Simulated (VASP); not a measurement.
LiBr (rocksalt): one r²SCAN single-point calculation in two programs

```xyz
2
Lattice="0.0000 2.7396 2.7396 2.7396 0.0000 2.7396 2.7396 2.7396 0.0000" Properties=species:S:1:pos:R:3 pbc="T T T"
Li    0.0000    0.0000    0.0000
Br    2.7396    2.7396    2.7396
```

Each program uses its own PAW datasets. VASP's cell holds 10 valence electrons and Ansatz's 10. Ansatz's stress includes a Pulay correction; VASP's doesn't.

Cutoffs: 520 eV in VASP, 500 eV in Ansatz. k meshes: 8×8×8 and 8×8×8.

```
                               VASP   Ansatz
gap between bands v and c   5.93 eV  5.88 eV
         least direct gap   5.93 eV  5.88 eV
                 pressure  -0.3 GPa  0.0 GPa
```

Band v is the last that the valence electrons fill when counted band by band, and c is the next. Levels in eV from the top of v, Ansatz:

```csv
point,v−1,v,c,c+1
Γ,0.00,0.00,5.88,11.23
X,-1.17,-1.17,7.01,7.72
K,-1.90,-0.89,7.41,9.50
L,-0.29,-0.29,6.41,8.92
W,-2.20,-1.18,8.84,9.52
```

VASP:

```
point    v−1      v     c    c+1
    Γ   0.00   0.00  5.93  11.22
    X  -1.18  -1.18  7.10   7.72
    K  -1.89  -0.89  7.44   9.53
    L  -0.29  -0.29  6.39   8.89
    W  -2.20  -1.16  8.93   9.48
```
